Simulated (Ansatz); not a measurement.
Input, command and steps of an Ansatz relaxation.

```yaml
crystal:
  lattice:
    - [0.0, 2.2664224478, 2.2664224478]
    - [2.2664224478, 0.0, 2.2664224478]
    - [2.2664224478, 2.2664224478, 0.0]
  atoms:
    - { symbol: Ga, position: [0.0, 0.0, 0.0] }
    - { symbol: Co, position: [0.5, 0.5, 0.5] }
basis:
  ecutwfc: 420
kpoints:
  mp_grid: { grid: [6, 6, 6] }
hamiltonian:
  xc: pbe
scf:
  occupations: { method: gaussian, width: 0.1 }
  lower_state_search: "off"
output:
  forces: true
  stress: true
  eigenvalues: true
relax:
  adjacent_minimum: "off"
  f_tol: 0.04
  max_steps: 70
  cell: { stress_tol: 0.4 }
```

```bash
ansatz run input.yaml --threads 1 --pin off --max-ram 2560MiB --backend cpu --events-out ev --progress --plain --runs-dir out
```

Theory: DFT PBE, scalar-relativistic, plane waves, PAW (Ansatz).

Of 7 frames 6 are shown, positions in Å and forces in eV/Å; the SCF threshold varies from step to step. Steps run on the plane waves of an earlier cell, with a Pulay correction in the pressure. The basis is chosen afresh for the last frame, the zero of the energies, and at times for earlier ones too; energy and pressure step there, also at an unchanged geometry. Here that happened at step 5 (-4 meV/atom, 0.8 GPa); the frames before carry an error of that size. Spin polarisation was left out; whether the Co atoms would carry moments isn't shown by this run.

```xyz
2
Lattice="0.0000 2.2664 2.2664 2.2664 0.0000 2.2664 2.2664 2.2664 0.0000" Properties=species:S:1:pos:R:3:forces:R:3 pbc="T T T" step=1 free_energy_over_end_meV_per_atom=192.66 pressure_GPa=32.97
Ga    0.0000    0.0000    0.0000    0.0000    0.0000    0.0000
Co    2.2664    2.2664    2.2664    0.0000    0.0000    0.0000
2
Lattice="0.0000 2.3330 2.3330 2.3330 0.0000 2.3330 2.3330 2.3330 0.0000" Properties=species:S:1:pos:R:3:forces:R:3 pbc="T T T" step=2 free_energy_over_end_meV_per_atom=45.47 pressure_GPa=13.29
Ga    0.0000    0.0000    0.0000    0.0000    0.0000    0.0000
Co    2.3330    2.3330    2.3330    0.0000    0.0000    0.0000
2
Lattice="0.0000 2.3827 2.3827 2.3827 0.0000 2.3827 2.3827 2.3827 0.0000" Properties=species:S:1:pos:R:3:forces:R:3 pbc="T T T" step=3 free_energy_over_end_meV_per_atom=6.42 pressure_GPa=2.55
Ga    0.0000    0.0000    0.0000    0.0000    0.0000    0.0000
Co    2.3827    2.3827    2.3827    0.0000    0.0000    0.0000
2
Lattice="0.0000 2.3951 2.3951 2.3951 0.0000 2.3951 2.3951 2.3951 0.0000" Properties=species:S:1:pos:R:3:forces:R:3 pbc="T T T" step=4 free_energy_over_end_meV_per_atom=4.73 pressure_GPa=0.24
Ga    0.0000    0.0000    0.0000    0.0000    0.0000    0.0000
Co    2.3951    2.3951    2.3951    0.0000    0.0000    0.0000
2
Lattice="0.0000 2.3951 2.3951 2.3951 0.0000 2.3951 2.3951 2.3951 0.0000" Properties=species:S:1:pos:R:3:forces:R:3 pbc="T T T" step=5 free_energy_over_end_meV_per_atom=0.34 pressure_GPa=1.00
Ga    0.0000    0.0000    0.0000    0.0000    0.0000    0.0000
Co    2.3951    2.3951    2.3951    0.0000    0.0000    0.0000
2
Lattice="0.0000 2.4005 2.4005 2.4005 0.0000 2.4005 2.4005 2.4005 0.0000" Properties=species:S:1:pos:R:3:forces:R:3 pbc="T T T" step=7 free_energy_over_end_meV_per_atom=0.00 pressure_GPa=0.11
Ga    0.0000    0.0000    0.0000    0.0000    0.0000    0.0000
Co    2.4005    2.4005    2.4005    0.0000    0.0000    0.0000
```

The start puts this composition into another compound's structure type, which needn't suit it. At the end the space group is Fm-3m (tolerance 0.05 Å).

The run took 6.1 s on 1 thread of Arm Neoverse V1 (shared host), peak memory 0.29 GiB.

The k mesh is coarse.